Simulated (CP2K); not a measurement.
ZrO2:

```xyz
3
Lattice="3.5993 0.0000 0.0000 1.7996 3.1171 0.0000 1.7996 1.0390 2.9388" Properties=species:S:1:pos:R:3 pbc="T T T"
Zr    0.0000    0.0000    0.0000
O     5.3989    3.1171    2.2041
O     1.7996    1.0390    0.7347
```

Measurements of this composition are mostly on another form, of space group No. 14.

Base run:

| Quantity | Value |
| --- | --- |
| Program | CP2K 2026.2 |
| Functional | revPBE |
| Potentials or basis | POTENTIAL_UZH Zr GTH-PBE-q12, O GTH-PBE-q6; TZVP-MOLOPT-PBE-GTH basis |
| Density cutoff | 11565 eV |
| k mesh | 9 × 9 × 9 |
| Occupations | fermi-dirac, width 0.05 eV |
| Spin | no spin polarisation |

Its results: band gap on the k mesh 3.52 eV, indirect (least direct gap 3.99 eV); pressure 8.6 GPa.

**Question.** After a change of settings the same cell gave: band gap on the k mesh 3.43 eV, indirect (least direct gap 3.91 eV); pressure -0.7 GPa. Which change was it?
A. functional from revPBE to PBEsol
B. functional from revPBE to optB88-vdW
C. functional from revPBE to LDA
D. functional from revPBE to BEEF-vdW

**Answer.** A.

PBEsol binds more tightly than revPBE, so the same cell stands under less pressure.

Caveats: the potentials were made for another functional, which shifts forces and pressure; an odd mesh through Γ misses points on the zone boundary, where band edges often lie; the basis of atomic orbitals isn't converged, which shifts pressures, moduli and gaps.

Runs at the PBE level aren't shown here.
